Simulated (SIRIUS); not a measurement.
BaTiO3:

```xyz
5
Lattice="2.8274 1.6324 2.3184 -2.8274 1.6324 2.3184 0.0000 -3.2648 2.3184" Properties=species:S:1:pos:R:3 pbc="T T T"
Ba    0.0000    0.0000    0.0000
Ti    0.0000    0.0000    3.3698
O     1.3885   -0.8017    2.3988
O    -1.3885   -0.8017    2.3988
O     0.0000    1.6033    2.3988
```

| Item | Value |
| --- | --- |
| Program | SIRIUS 7.12.0 |
| Task | relaxation of cell and atoms |
| Functional | PBEsol |
| Dispersion | D4 |
| Potentials or basis | PseudoDojo 0.4.1 PBE standard (scalar relativistic) |
| Cutoff | 1152 eV |
| Density cutoff | 4606 eV |
| k mesh | 3 × 3 × 3 |
| Occupations | fermi-dirac, width 0.05 eV |
| Spin | no spin polarisation |

At the start: pressure -2.3 GPa; volume 12.84 Å³/atom.

Task: Where does the relaxation end?

Result: Over 6 steps the energy falls by 2.8 meV/atom and the volume is 12.70 Å³/atom (-1.1 %); space group R3m (No. 160, to 0.05 Å).

The path:
| step | energy change (eV) | largest force (eV/Å) | pressure (GPa) | volume (Å³) |
| --- | --- | --- | --- | --- |
| 1 | 0.0000 | 0.2837 | -2.28 | 64.20 |
| 2 | -0.0036 | 0.2193 | -1.89 | 64.10 |
| 3 | -0.0123 | 0.1405 | 0.14 | 63.57 |
| 4 | -0.0129 | 0.1015 | 0.01 | 63.58 |
| 5 | -0.0140 | 0.0282 | -0.13 | 63.52 |
| 6 | -0.0140 | 0.0189 | -0.09 | 63.50 |

Final structure:
```
Ba Ti O
1.0
     2.81685    1.62631    2.31030
    -2.81685    1.62631    2.31030
     0.00000   -3.25261    2.31030
Ba Ti O
1 1 3
Cartesian
  0.0000 0.0000 -0.0270
  0.0000 0.0000 3.3406
  1.3931 -0.8043 2.4053
  -1.3931 -0.8043 2.4053
  0.0000 1.6086 2.4053
```

Caveat: the k mesh is coarse (spacing up to 0.52 Å⁻¹), so the values aren't converged; this release of the barium file is off; the potentials were made for another functional, which shifts forces and pressure.
